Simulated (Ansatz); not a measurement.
HfO3 and its competing phases

The calculation used DFT PBE, scalar-relativistic, plane waves, PAW in Ansatz. All cells share a 420 eV cutoff and Γ-centred k meshes spaced at most about 0.3 Å⁻¹ (about 0.25 or finer for metals, 2π included). No spin polarisation.

Energies over the elements count from the elements' standard structures at the same level (O₂ as a molecule), with no fitted energy shifts.

All energies are static (0 K, no zero-point motion). Spin–orbit coupling, which can matter for Hf, is left out.

The competitors are the elements and 1 reference phase of this chemical system (from databases or known types: HfO2), relaxed at the same level; other known phases may be missing.

The candidate was reached from: HfO3 type. The sheet is periodic along a and b; c holds vacuum.

```yaml
crystal:
  periodic: [true, true, false]
  lattice:
    - [3.34924, 0.00000, 0.00000]
    - [0.00000, 4.11745, 0.00000]
    - [0.00000, 0.00000, 29.20721]
  atoms:
    - { symbol: Hf, position: [0.00000, 0.00000, 0.29102] }
    - { symbol: O, position: [0.50000, 0.00000, 0.33369] }
    - { symbol: O, position: [0.00000, 0.50000, 0.29102] }
    - { symbol: O, position: [0.50000, 0.00000, 0.24836] }
```

Question: Where does it stand against these competitors?

Answer: Not stable. Its formation energy is -1.670 eV/atom. The lowest competing mixture at this composition is this:

| phase | space group | source | share of atoms | ΔE_f (eV/atom) |
| --- | --- | --- | --- | --- |
| O₂ gas | - | element | 0.2500 | 0.000 |
| HfO2 | P2_1/c (No. 14) | Materials Project | 0.7500 | -3.461 |

The mixture lies at -2.596 eV/atom, and the candidate lies 0.93 eV/atom above it. The rivals are bulk phases, so the margin includes the cost of making a free sheet.
